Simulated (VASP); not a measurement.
# KBr in VASP: further runs

The runs below take KBr through single point, with PBE.

Program: VASP 6.6.1. These are calculated values, not measurements. Logs are shortened: lines on timing, memory, paths and dates and some standing lists are left out, and cuts for length are marked.

## (1) The structure

The cell holds a sheet with vacuum, 2 atoms: a = 4.569 Å, b = 4.569 Å, c = 26.307 Å, α = 90.00°, β = 90.00°, γ = 90.00°.

The cell was built by a generator and needn't be a form met in nature.

## (2) Single point, PBE

Input file INCAR:

```
SYSTEM = KBr
PREC     = Accurate       ! precision mode
ENCUT    = 520            ! plane-wave cutoff, eV
EDIFF    = 1E-6           ! SCF threshold, eV
ISMEAR   = 0              ! smearing method
SIGMA    = 0.02           ! smearing width, eV
LREAL    = .FALSE.        ! projectors in reciprocal space
LASPH    = .TRUE.         ! aspherical terms in the spheres
NELM     = 100            ! most SCF steps
ALGO     = Fast           ! electronic algorithm
ISIF     = 2              ! what is computed and relaxed
LWAVE    = .FALSE.        ! write WAVECAR
LCHARG   = .FALSE.        ! write CHGCAR
LDIPOL   = .TRUE.       
IDIPOL   = 3            
DIPOL    = 0.5 0.5 0.304
GGA      = PE             ! functional
NBANDS   = 15             ! bands
```

Input file KPOINTS:

```
Automatic mesh
0
G
  6 6 1
  0 0 0
```

Input file POSCAR:

```
KBr
1.0
    4.5689511518      0.0000000000      0.0000000000
    0.0000000000      4.5689511518      0.0000000000
    0.0000000000      0.0000000000     26.3069184000
K Br
1 1
Direct
    0.5000000000      0.5000000000      0.3040775774
    0.0000000000      0.0000000000      0.3041274490
```

Potentials or basis: VASP PAW PBE potentials, release 64 (K_sv, Br).

Run with:

```console
$ cat potpaw_PBE.64/K_sv/POTCAR potpaw_PBE.64/Br/POTCAR > POTCAR
$ mpirun -np 1 vasp_std > vasp.out
```

OUTCAR:

```text
SYSTEM = KBr
   PREC = Accurate
   ENCUT = 520
   EDIFF = 1E-6
   ISMEAR = 0
   LREAL = .FALSE.
   LASPH = .TRUE.
   NELM = 100
   ISIF = 2
   GGA = PE

 ion  position               nearest neighbor table
   1  0.500  0.500  0.304-   2 3.23   2 3.23   2 3.23   2 3.23
   2  0.000  0.000  0.304-   1 3.23   1 3.23   1 3.23   1 3.23

  LATTYP: Found a simple tetragonal cell.
 ALAT       =     4.5689511518
 C/A-ratio  =     5.7577587341

  Lattice vectors:

 A1 = (   4.5689511518,   0.0000000000,   0.0000000000)
 A2 = (   0.0000000000,   4.5689511518,   0.0000000000)
 A3 = (   0.0000000000,   0.0000000000,  26.3069184000)

Analysis of symmetry for initial positions (statically):
=====================================================================
 Subroutine PRICEL returns:
 Original cell was already a primitive cell.

 Routine SETGRP: Setting up the symmetry group for a
 simple tetragonal supercell.

 Subroutine GETGRP returns: Found  8 space group operations
 (whereof  8 operations were pure point group operations)
 out of a pool of 16 trial point group operations.

The static configuration has the point symmetry C_4v.

Analysis of symmetry for dynamics (positions and initial velocities):
=====================================================================
 Subroutine PRICEL returns:
 Original cell was already a primitive cell.

 Routine SETGRP: Setting up the symmetry group for a
 simple tetragonal supercell.

 Subroutine GETGRP returns: Found  8 space group operations
 (whereof  8 operations were pure point group operations)
 out of a pool of 16 trial point group operations.

The dynamic configuration has the point symmetry C_4v.

 Subroutine INISYM returns: Found  8 space group operations
 (whereof  8 operations are pure point group operations),
 and found     1 'primitive' translations

----------------------------------------------------------------------------------------

                                     Primitive cell

  volume of cell :     549.1652

  direct lattice vectors                    reciprocal lattice vectors
     4.568951152  0.000000000  0.000000000     0.218868613  0.000000000  0.000000000
     0.000000000  4.568951152  0.000000000     0.000000000  0.218868613  0.000000000
     0.000000000  0.000000000 26.306918400     0.000000000  0.000000000  0.038012814

  length of vectors
     4.568951152  4.568951152 26.306918400     0.218868613  0.218868613  0.038012814

  position of ions in fractional coordinates (direct lattice)
     0.500000000  0.500000000  0.304077577
     0.000000000  0.000000000  0.304127449

  ion indices of the primitive-cell ions
   primitive index   ion index
                 1           1
                 2           2

----------------------------------------------------------------------------------------

 KPOINTS: Automatic mesh

Automatic generation of k-mesh.
 Grid dimensions read from file:
 generate k-points for:    6    6    1

 Generating k-lattice:

  Cartesian coordinates                     Fractional coordinates (reciprocal lattice)
     0.036478102  0.000000000  0.000000000     0.166666667  0.000000000  0.000000000
     0.000000000  0.036478102  0.000000000     0.000000000  0.166666667  0.000000000
     0.000000000  0.000000000  0.038012814     0.000000000  0.000000000  1.000000000

  Length of vectors
     0.036478102  0.036478102  0.038012814

  Shift w.r.t. Gamma in fractional coordinates (k-lattice)
     0.000000000  0.000000000  0.000000000

 Subroutine IBZKPT returns following result:
 ===========================================

 Found     10 irreducible k-points:

 Following reciprocal coordinates:
            Coordinates               Weight
  0.000000  0.000000  0.000000      1.000000
  0.166667  0.000000  0.000000      4.000000
  0.333333  0.000000  0.000000      4.000000
  0.500000  0.000000  0.000000      2.000000
  0.166667  0.166667  0.000000      4.000000
  0.333333  0.166667  0.000000      8.000000
  0.500000  0.166667  0.000000      4.000000
  0.333333  0.333333  0.000000      4.000000
  0.500000  0.333333  0.000000      4.000000
  0.500000  0.500000  0.000000      1.000000
   k-points           NKPTS =     10   k-points in BZ     NKDIM =     10   number of bands    NBANDS=     15
   number of dos      NEDOS =    301   number of ions     NIONS =      2
   total plane-waves  NPLWV = 254016
   dimension x,y,z NGX =    36 NGY =   36 NGZ =  196
   dimension x,y,z NGXF=    72 NGYF=   72 NGZF=  392
   ions per type =               1   1
   NGX,Y,Z   is equivalent  to a cutoff of  13.10, 13.10, 12.39 a.u.
   NGXF,Y,Z  is equivalent  to a cutoff of  26.20, 26.20, 24.77 a.u.
 SYSTEM =  KBr
   PREC   = accura    normal or accurate (medium, high low for compatibility)
   ISTART =      0    job   : 0-new  1-cont  2-samecut
   ICHARG =      2    charge: 1-file 2-atom 10-const
   ISPIN  =      1    spin polarized calculation?
   LNONCOLLINEAR =      F non collinear calculations
   LSORBIT =      F    spin-orbit coupling
   LASPH  =      T    aspherical Exc in radial PAW
   ENCUT  =  520.0 eV  38.22 Ry    6.18 a.u.   8.50  8.50 48.91*2*pi/ulx,y,z
   NELM   =    100;   NELMIN=  2; NELMDL= -5     # of ELM steps
   EDIFF  = 0.1E-05   stopping-criterion for ELM
   LREAL  =      F    real-space projection
   EDIFFG = 0.1E-04   stopping-criterion for IOM
   NSW    =      0    number of steps for IOM
   IBRION =     -1    ionic relax: 0-MD 1-quasi-New 2-CG
   NFREE  =      0    steps in history (QN), initial steepest desc. (CG)
   ISIF   =      2    stress and relaxation
   ISYM   =      2    0-nonsym 1-usesym 2-fastsym
   POTIM  = 0.5000    time-step for ionic-motion
   TEBEG  =    0.0;   TEEND  =   0.0 temperature during run
   PSTRESS=    0.0 pullay stress
   NELECT =      16.0000    total number of electrons
   NUPDOWN=      -1.0000    fix difference up-down
   EMIN   =  10.00;   EMAX   =-10.00  energy-range for DOS
   EFERMI =   0.00;   METHOD = LEGACY
   ISMEAR =     0;   SIGMA  =   0.02  broadening in eV -4-tet -1-fermi 0-gaus
   EFERMI_NEDOS =   21; number of points for ismear=-14 and -15
   IALGO  =     68    algorithm
   IMIX   =      4    mixing-type and parameters
     AMIX     =   0.40;   BMIX     =  1.00
     AMIX_MAG =   1.60;   BMIX_MAG =  1.00
  volume/ion in A,a.u.               =     274.58      1852.97
  Fermi-wavevector in a.u.,A,eV,Ry     =   0.503749  0.951947  3.452650  0.253763
  Thomas-Fermi vector in A             =   1.513425
   LORBIT       =      0    0 simple, 1 ext, 2 COOP (PROOUT), +10 PAW based schemes
   GGA     = PE    functional components
   LHFCALC =     F    Hartree Fock is set to
   AEXX    =    0.0000 exact exchange contribution
   IVDW    =     0    specifies the selected vdW correction
   LEPSILON=     F    determine dielectric tensor
   LRPA    =     F    only Hartree local field effects (RPA)
 non-spin polarized calculation
 RMM-DIIS sequential band-by-band and
 Gauss-broadening in eV      SIGMA  =   0.02
  energy-cutoff  :      520.00
  volume of cell :      549.17
 maximum number of plane-waves:     14841
 NGX is ok and might be reduce to    36
   NGX = 17   NGY = 17   NGZ = 97

 dipolmoment           0.000000      0.000000     -0.000000 electrons x Angstroem

 number of electron      16.0000000 magnetization

 dipolmoment           0.000000      0.000000      0.000559 electrons x Angstroem

 Free energy of the ion-electron system (eV)
  ---------------------------------------------------
  ext. energy  EPLUGINS =         0.00000000
  ---------------------------------------------------
  free energy    TOTEN  =        -5.93594672 eV

  energy without entropy =       -5.93594672  energy(sigma->0) =       -5.93594672

 E-fermi :  -5.1918     XC(G=0):  -1.3237

 val. band max:       -5.3229602611   @ k =   0.5000   0.5000   0.0000
 cond. band min:      -0.9503685342   @ k =   0.0000   0.0000   0.0000
 fundamental gap:      4.3725917269
 Fermi energy:        -5.1918108050

 k-point     1 :       0.0000    0.0000    0.0000
  band No.  band energies     occupation
      1     -33.5758      2.00000
      2     -17.4047      2.00000
      3     -17.1517      2.00000
      4     -17.0214      2.00000
      5     -17.0214      2.00000
      6      -5.5512      2.00000
      7      -5.3284      2.00000
      8      -5.3284      2.00000
      9      -0.9504      0.00000
     10       0.2170      0.00000
     11       0.5805      0.00000
     12       1.0266      0.00000
     13       1.0546      0.00000
     14       1.0561      0.00000
     15       1.8853      0.00000

 k-point     2 :       0.1667    0.0000    0.0000
  band No.  band energies     occupation
      1     -33.5752      2.00000
      2     -17.5345      2.00000
      3     -17.1502      2.00000
      4     -17.0178      2.00000
      5     -16.8786      2.00000
      6      -5.5938      2.00000
      7      -5.5325      2.00000
      8      -5.3862      2.00000
      9      -0.6401      0.00000
     10       0.3703      0.00000
     11       0.7877      0.00000
     12       1.2077      0.00000
     13       1.2849      0.00000
     14       1.4413      0.00000
     15       2.1845      0.00000
[... 113 lines left out ...]
      3     -17.1424      2.00000
      4     -17.0585      2.00000
      5     -16.8961      2.00000
      6      -5.9213      2.00000
      7      -5.7491      2.00000
      8      -5.3624      2.00000
      9       1.3872      0.00000
     10       1.4157      0.00000
     11       1.6381      0.00000
     12       2.1406      0.00000
     13       3.0947      0.00000
     14       3.1979      0.00000
     15       3.2353      0.00000

 k-point    10 :       0.5000    0.5000    0.0000
  band No.  band energies     occupation
      1     -33.5711      2.00000
      2     -17.3423      2.00000
      3     -17.1412      2.00000
      4     -17.0755      2.00000
      5     -17.0755      2.00000
      6      -5.8087      2.00000
      7      -5.8087      2.00000
      8      -5.3230      2.00000
      9       1.4692      0.00000
     10       1.4692      0.00000
     11       1.5259      0.00000
     12       3.0631      0.00000
     13       3.1699      0.00000
     14       3.3544      0.00000
     15       3.3545      0.00000

------------------------ aborting loop because EDIFF is reached ----------------------------------------

 vacuum level on the upper side and lower side of the slab       (xc-potential included)        -0.004        -0.008

  FORCE on cell =-STRESS in cart. coord.  units (eV):
  Direction    XX          YY          ZZ          XY          YZ          ZX
  --------------------------------------------------------------------------------------
  -------------------------------------------------------------------------------------
  Total        0.0096259      0.0096259     -0.0070572      0.0000000      0.0000000      0.0000000
  in kB        0.0280832      0.0280832     -0.0205893      0.0000000      0.0000000      0.0000000
  external PRESSURE =       0.0118591 kB  Pullay stress =       0.0000000 kB

 VOLUME and BASIS-vectors are now :
 -----------------------------------------------------------------------------
  energy-cutoff  :      520.00
  volume of cell :      549.17
      direct lattice vectors                 reciprocal lattice vectors
     4.568951152  0.000000000  0.000000000     0.218868613  0.000000000  0.000000000
     0.000000000  4.568951152  0.000000000     0.000000000  0.218868613  0.000000000
     0.000000000  0.000000000 26.306918400     0.000000000  0.000000000  0.038012814

 POSITION                                       TOTAL-FORCE (eV/Angst)
 -----------------------------------------------------------------------------------
      2.28448      2.28448      7.99934         0.000000      0.000000      0.000602
      0.00000      0.00000      8.00066         0.000000      0.000000     -0.000602
 -----------------------------------------------------------------------------------
    total drift:                                0.000000     -0.000000      0.000379

  FREE ENERGIE OF THE ION-ELECTRON SYSTEM (eV)
  ---------------------------------------------------
  free  energy   TOTEN  =        -5.9359467189 eV

  energy  without entropy=       -5.9359467189  energy(sigma->0) =       -5.93594672

 vacuum level on the upper side and lower side of the slab         0.559         0.554
```

Wall time 4 min (1 thread of Intel Xeon Platinum 8488C (Sapphire Rapids), shared host); peak memory 0.58 GiB.

What came out:

```yaml
Free_energy: -5.9359 eV
Band_gap_on_the_k_mesh: 4.37 eV, indirect (least direct gap 4.38 eV)
```

Levels at points of the mesh, in eV from the valence-band top:
```
           k point  band 4  band 5  band 6  band 7  band 8  band 9  band 10  band 11  band 12  band 13
(0.00, 0.00, 0.00)  -11.70  -11.70   -0.23   -0.01   -0.01    4.37     5.54     5.90     6.35     6.38
(0.50, 0.00, 0.00)  -11.68  -11.29   -0.91   -0.23   -0.15    6.37     6.45     6.46     7.20     7.72
(0.50, 0.50, 0.00)  -11.75  -11.75   -0.49   -0.49    0.00    6.79     6.79     6.85     8.39     8.49
```

As with any semilocal functional, this PBE gap is likely too small.

(Part 1 of 2 ends here.)
